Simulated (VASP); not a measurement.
Ba:

```xyz
1
Lattice="0.0000 3.2327 3.2327 3.2327 0.0000 3.2327 3.2327 3.2327 0.0000" Properties=species:S:1:pos:R:3 pbc="T T T"
Ba    0.0000    0.0000    0.0000
```

This isn't the form of Ba at room conditions, which is bcc.

| Quantity | Value |
| --- | --- |
| Program | VASP 6.6.1 |
| Task | relaxation of cell and atoms |
| Functional | PBEsol |
| Potentials or basis | VASP PAW PBE potentials, release 64 (Ba_sv) |
| Cutoff | 600 eV |
| k mesh | 12 × 12 × 12 |
| Occupations | gaussian, width 0.1 eV |
| Spin | no spin polarisation |

At the start: pressure -1.0 GPa; volume 67.56 Å³/atom.

How do energy, volume and symmetry change on relaxing?

Over 16 steps the energy falls by 28.5 meV/atom and the volume is 59.10 Å³/atom (-12.5 %); space group Fm-3m (No. 225, to 0.05 Å).

The path:
| step | energy change (eV) | largest force (eV/Å) | pressure (GPa) | volume (Å³) |
| --- | --- | --- | --- | --- |
| 1 | 0.0000 | 0.0000 | -0.99 | 67.56 |
| 2 | -0.0200 | 0.0000 | -0.59 | 63.55 |
| 3 | -0.0284 | 0.0000 | -0.08 | 59.57 |
| 4 | -0.0285 | 0.0000 | 0.07 | 59.03 |
| 5 | -0.0285 | 0.0000 | -0.03 | 59.28 |
| 6 | -0.0285 | 0.0000 | -0.05 | 59.27 |
| 7 | -0.0285 | 0.0000 | -0.03 | 59.26 |
| 8 | -0.0285 | 0.0000 | -0.03 | 59.26 |
| 9 | -0.0285 | 0.0000 | -0.03 | 59.26 |
| 10 | -0.0285 | 0.0000 | -0.03 | 59.26 |
| 11 | -0.0285 | 0.0000 | -0.04 | 59.26 |
| 12 | -0.0285 | 0.0000 | -0.05 | 59.25 |
| 13 | -0.0285 | 0.0000 | -0.03 | 59.24 |
| 14 | -0.0285 | 0.0000 | -0.02 | 59.22 |
| 15 | -0.0285 | 0.0000 | -0.01 | 59.18 |
| 16 | -0.0285 | 0.0000 | 0.00 | 59.10 |

Final structure:
```
Ba
1.0
     0.00000    3.09160    3.09160
     3.09160    0.00000    3.09160
     3.09160    3.09160    0.00000
Ba
1
Direct
  0.00000 0.00000 0.00000
```

Caveat: the PAW data sets were made with another functional, which shifts forces and pressure a little.
